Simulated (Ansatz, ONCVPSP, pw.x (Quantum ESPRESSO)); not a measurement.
## What a changed setting does to a pw.x run (fcc Mo)

Potential: optimised norm-conserving Vanderbilt (ONCV), ONCVPSP 4.0.1.1 (patched build), PBEsol; core [Ar] 3d10, reference 4s2 4p6 4d5 5s1; waves: 4s+5s: rc 1.90 bohr, ncon 4, nbas 9, qcut 7.1 1/bohr, 2 projectors; 4p: rc 2.00 bohr, ncon 3, nbas 6, qcut 6.9 1/bohr, 3 projectors, debl 2.6 Ha; 4d: rc 1.75 bohr, ncon 3, nbas 6, qcut 6.1 1/bohr, 2 projectors, debl 1.8 Ha; local part: polynomial inside 1.70 bohr (lpopt 3, dvloc0 4 Ha); core correction: none.

The reference run (k-mesh 14³, cutoffs 60/240 Ry, Fermi–Dirac 0.01 Ry, mixing_beta 0.4, conv_thr 1e-9, no spin) gives 1.67 GPa at 15.547 Å³/atom, where all-electron LAPW gives 0.18 GPa. This run, with its own iteration cap, changes degauss to 0.005.

```
&control
  calculation='scf', prefix='x', pseudo_dir='./', outdir='./tmp', tstress=.true., disk_io='none'
/
&system
  ibrav=0, nat=1, ntyp=1, ecutwfc=60, ecutrho=240, nbnd=15,
  occupations='smearing', smearing='fd', degauss=0.005
/
&electrons
  conv_thr=1e-09, mixing_beta=0.4, electron_maxstep=50
/
ATOMIC_SPECIES
Mo 1.0 Mo.UPF
CELL_PARAMETERS angstrom
  0.00000000 1.98094401 1.98094401
  1.98094401 0.00000000 1.98094401
  1.98094401 1.98094401 0.00000000
ATOMIC_POSITIONS crystal
Mo 0.0000 0.0000 0.0000
K_POINTS automatic
14 14 14 0 0 0
```

```bash
pw.x < Mo.scf.in > Mo.scf.out
```

Problem. How does the run end?

Solution. It converges in 8 iterations; the free energy moves by +27.5 meV/atom and the pressure by -0.51 GPa. In a metal, with Fermi–Dirac smearing, F lies below its zero-width value by a term in the square of the width.

```
Message from routine setup:
     using ibrav=0 with symmetry is DISCOURAGED, use correct ibrav instead
     lattice parameter (alat)  =       5.2940  a.u.
     unit-cell volume          =     104.9164 (a.u.)^3
     number of electrons       =        14.00
     number of Kohn-Sham states=           15
     kinetic-energy cutoff     =      60.0000  Ry
     charge density cutoff     =     240.0000  Ry
     scf convergence threshold =      1.0E-09
     Exchange-correlation= PBESOL
     number of k points=   104  Fermi-Dirac smearing, width (Ry)=  0.0050
     iteration #  1     ecut=    60.00 Ry     beta= 0.40
     total energy              =    -137.37936886 Ry
     estimated scf accuracy    <       0.11371862 Ry
     iteration #  2     ecut=    60.00 Ry     beta= 0.40
     total energy              =    -137.38576940 Ry
     estimated scf accuracy    <       0.01059613 Ry
     iteration #  3     ecut=    60.00 Ry     beta= 0.40
     total energy              =    -137.38691298 Ry
     estimated scf accuracy    <       0.00079770 Ry
     [... 2 iterations left out ...]
     iteration #  6     ecut=    60.00 Ry     beta= 0.40
     total energy              =    -137.38696343 Ry
     estimated scf accuracy    <       0.00000002 Ry
     iteration #  7     ecut=    60.00 Ry     beta= 0.40
     total energy              =    -137.38696343 Ry
     estimated scf accuracy    <       0.00000001 Ry
     iteration #  8     ecut=    60.00 Ry     beta= 0.40
     the Fermi energy is    20.8196 ev
!    total energy              =    -137.38696343 Ry
     estimated scf accuracy    <          6.6E-11 Ry
     smearing contrib. (-TS)   =      -0.00129054 Ry
     The total energy is F=E-TS. E is the sum of the following terms:
     one-electron contribution =     -20.19750264 Ry
     hartree contribution      =      18.45307675 Ry
     xc contribution           =     -15.61360247 Ry
     ewald contribution        =    -120.02764453 Ry
     convergence has been achieved in   8 iterations
          total   stress  (Ry/bohr**3)                   (kbar)     P=       11.68
     Message from routine punch:
     Nothing written, as per user request (disk_io='none')
```

The run took about 12 s on one core of a shared host (Intel(R) Xeon(R) 6975P-C, 192 threads, 378 GiB, load 71).
